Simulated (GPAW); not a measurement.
Crystal: FePt (Tetraferroplatinum).

```xyz
2
Lattice="2.7235 0.0000 0.0000 0.0000 2.7235 0.0000 0.0000 0.0000 3.7200" Properties=species:S:1:pos:R:3 pbc="T T T"
Pt    1.3618    1.3618    1.8600
Fe    0.0000    0.0000    0.0000
```

Base run:

```yaml
Program: GPAW 26.7.0
Functional: vdW-DF
Potentials_or_basis: GPAW PAW data sets (gpaw-data 1.2.1)
Cutoff: 600 eV
Basis: pw
k_mesh: 7 × 7 × 5
Occupations: fermi-dirac, width 0.05 eV
Spin: collinear spin, ferromagnetic start, spin-orbit coupling
Starting_moments: "[0.0, 3.0] μB"
```

Its results: net moment 3.22 μB per cell; site moments Pt +0.36; Fe +2.86 μB.

**Question.** The run is repeated on the same cell with these changes: functional from vdW-DF to r2SCAN; soc after scf from second variation to second variation without the xc potential. What comes out?

**Answer.** Net moment 3.51 μB per cell; site moments Pt +0.38; Fe +3.19 μB.

Caveats: spin-orbit coupling was added after a scalar SCF, so levels and gaps hold it while energy, forces, pressure and moments don't.

Not every run made on this cell is shown here.
